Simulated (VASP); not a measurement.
## ZnO (zincite): single point with PBE

**What was measured.**

“Electronic structure of alkaline earth and post-transition metal oxides”, 2009, arxiv:0908.1581 quotes, for a bulk crystal of ZnO: band gap 3.37 eV.

ZnO (zincite):

```
CELL_PARAMETERS angstrom
3.24931 0.00000 0.00000
-1.62465 2.81398 0.00000
0.00000 0.00000 5.20571
ATOMIC_POSITIONS crystal
Zn 0.66667 0.33333 0.00000
Zn 0.33333 0.66667 0.50000
O 0.33333 0.66667 0.87901
O 0.66667 0.33333 0.37901
```

| Item | Value |
| --- | --- |
| Program | VASP 6.6.1 |
| Task | single point |
| Functional | PBE |
| Potentials or basis | VASP PAW PBE potentials, release 64 (Zn, O) |
| Cutoff | 520 eV |
| k mesh | 9 × 9 × 5 |
| Occupations | gaussian, width 0.011 eV |
| Spin | no spin polarisation |

```json
{"Pressure": "6.0 GPa", "Largest force": "0.074 eV/Å", "Band gap on the k mesh": "0.79 eV, direct"}
```

Forces in eV/Å, atoms in the order of the input:
```
Zn   0.000  0.000 -0.074
Zn   0.000  0.000 -0.074
O    0.000  0.000  0.074
O    0.000  0.000  0.074
```

Stress tensor (GPa, compression positive):
```
5.44 0.00 0.00
0.00 5.44 0.00
0.00 0.00 7.20
```

Levels at points of the mesh, in eV from the valence-band top:
| k point | band 14 | band 15 | band 16 | band 17 | band 18 | band 19 | band 20 | band 21 | band 22 |
| --- | --- | --- | --- | --- | --- | --- | --- | --- | --- |
| (0.00, 0.00, 0.00) | -0.81 | -0.81 | -0.07 | 0.00 | 0.00 | 0.79 | 5.21 | 8.26 | 12.85 |

Run time: 14 s on 1 thread of Intel(R) Xeon(R) 6975P-C (Granite Rapids), on a shared host, peak memory 0.17 GiB.

Measured gap of ZnO: 3.37 eV (quoted in “Electronic structure of alkaline earth and post-transition metal oxides”, 2009, arxiv:0908.1581). This calculation gives 0.79 eV (-2.58 eV). So large a miss can be the level of theory's own, or it may mean another phase, state or a wrong row. The value is that of PBE, without temperature or zero-point motion. Semilocal functionals fall short of measured gaps as a rule.
